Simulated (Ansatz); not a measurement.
Input for Ansatz (plane-wave DFT, PAW):

```yaml
crystal:
  lattice:
    - [4.0171624223, 0.0, 0.0]
    - [-2.0085812112, 3.4789647089, 0.0]
    - [0.0, 0.0, 6.624922278]
  atoms:
    - { symbol: Ge, position: [0.6666666667, 0.3333333333, 0.0627911808] }
    - { symbol: Ge, position: [0.3333333333, 0.6666666667, 0.5627911808] }
    - { symbol: Ge, position: [0.6666666667, 0.3333333333, 0.4372088192] }
    - { symbol: Ge, position: [0.3333333333, 0.6666666667, 0.9372088192] }
basis:
  ecutwfc: 420
kpoints:
  mp_grid: { grid: [12, 12, 6] }
hamiltonian:
  xc: pbe
scf:
  occupations: { method: gaussian, width: 0.1 }
output:
  forces: true
  stress: true
  eigenvalues: true
relax:
  adjacent_minimum: "off"
  f_tol: 0.01
  max_steps: 30
  cell: { stress_tol: 0.1, fix: [volume] }
```

Launched with
```bash
ansatz run input.yaml --threads 1 --pin off --max-ram 2560MiB --backend cpu --events-out ev --progress --plain --runs-dir out
```

Theory: Ansatz, DFT PBE, scalar-relativistic, plane waves, PAW.

Abridged output (final results; tables in files aren't shown):

```
SCF 3 converged in 4 iterations: F = -17179.847889 eV  dr2 = 7.48e-11
SCF converged after 4 iterations
Free energy (F): -17179.847889 eV
Harris-Foulkes:  -17179.847889 eV  (|F-HF|=1.93e-10)
Internal energy: -17179.847307 eV  (E = F + TS)
E sigma→0 (E₀):  -17179.847598 eV
Entropy (-TS):   -0.000582 eV (-0.145 meV/atom)
Fermi energy:    8.359819 eV
--- Per-component energies (eV) ---
  E_band       = -611.058430
  E_kinetic    = 445.203338
  E_local      = -9959.634434  (includes V_loc(G=0)·N_el)
  E_nonlocal   = 1673.888347
  E_hartree    = 4369.547546
  E_xc         = -301.954815
  E_vxc        = -258.007481  (∫ρ·V_xc dr)
  E_paw        = -8079.410598  (= ΣΔE_a)
  E_vpaw       = -1251.604586  (= ΣTr[D̂ρ^β])
  E_aug_tail   = 0.001271  (compensation charges beyond the density's cutoff)
  E_ewald      = -5327.487963
  E_smearing   = -0.000582  (= −TS)
--- Forces (eV/Å), atoms counted from 1 ---
  atom   1  Ge     0.00000000     0.00000000    -0.00506943
  atom   2  Ge     0.00000000     0.00000000    -0.00506943
  atom   3  Ge     0.00000000     0.00000000     0.00506943
  atom   4  Ge     0.00000000     0.00000000     0.00506943
--- Stress (GPa, compression-positive) ---
        1.967959       0.000000       0.000000
        0.000000       1.967959       0.000000
        0.000000       0.000000       1.917797
  P = ⅓ Tr σ = 1.9512 GPa (19.512 kbar)
--- Band table (eV; the first three rows and the last of 76) ---
  k-point 0: bands = ["-16.5230", "-16.5230", "-16.4862", "-16.4861", "-16.4861", "-16.4738", "-16.4617", "-16.4617", "-16.4115", "-16.4115", "-16.2923", "-16.2923", "-16.2782", "-16.2633", "-16.2593", "-16.2593", "-16.2430", "-16.2430", "-16.2136", "-16.2136", "-4.3334", "-2.3259", "0.7892", "6.8817", "6.8817", "8.1761", "8.2029", "8.2267", "8.4542", "8.4542", "10.5999", "10.5999", "11.0767", "12.8573"]
  k-point 1: bands = ["-16.5211", "-16.5211", "-16.4904", "-16.4904", "-16.4850", "-16.4743", "-16.4570", "-16.4570", "-16.4149", "-16.4149", "-16.2897", "-16.2897", "-16.2776", "-16.2646", "-16.2618", "-16.2618", "-16.2403", "-16.2403", "-16.2153", "-16.2153", "-4.2510", "-2.5852", "1.2148", "6.6136", "6.9543", "6.9543", "8.2806", "8.2806", "8.3153", "9.4167", "10.7758", "10.7758", "11.1626", "12.6680"]
  k-point 2: bands = ["-16.5159", "-16.5159", "-16.4990", "-16.4990", "-16.4822", "-16.4759", "-16.4470", "-16.4470", "-16.4237", "-16.4237", "-16.2832", "-16.2832", "-16.2755", "-16.2679", "-16.2676", "-16.2676", "-16.2341", "-16.2341", "-16.2200", "-16.2200", "-4.0069", "-3.1061", "2.2302", "5.0332", "7.1660", "7.1660", "7.8996", "7.8996", "8.5763", "9.4475", "11.1858", "11.1858", "12.2196", "12.2196"]
  k-point 75: bands = ["-16.5379", "-16.5379", "-16.5160", "-16.5160", "-16.4523", "-16.4523", "-16.3906", "-16.3906", "-16.3674", "-16.3674", "-16.3512", "-16.3512", "-16.3175", "-16.3175", "-16.2875", "-16.2875", "-16.2165", "-16.2165", "-16.1921", "-16.1921", "-1.2821", "-1.2821", "0.2317", "0.2317", "4.1353", "4.1353", "6.3436", "6.3436", "9.5713", "9.5713", "12.4694", "12.4694", "14.0824", "14.0824"]
--- Relaxed structure (2 steps of the walk, 2 accepted, 1 SCFs on fresh bases) ---
  F+E_penalty+E_count = -17179.84788889 eV   max|allowed force component| = 5.069e-3 eV/Å   (the final SCF, on the basis selected at the relaxed cell)
  cell:  # Å, volume = 92.5870 Å³
    - [4.01570709, 0.0, 0.0]
    - [-2.00785354, 3.47770435, 0.0]
    - [0.0, 0.0, 6.62972501]
  atoms:
    - { symbol: Ge, position: [0.66666666, 0.33333333, 0.06296287] }
    - { symbol: Ge, position: [0.33333333, 0.66666666, 0.56296287] }
    - { symbol: Ge, position: [0.66666666, 0.33333333, 0.43703712] }
    - { symbol: Ge, position: [0.33333333, 0.66666666, 0.93703712] }
```

The relaxation met its thresholds.

It took 28 s on 1 thread of Arm Neoverse V2, with other jobs on the host, peak memory 0.45 GiB.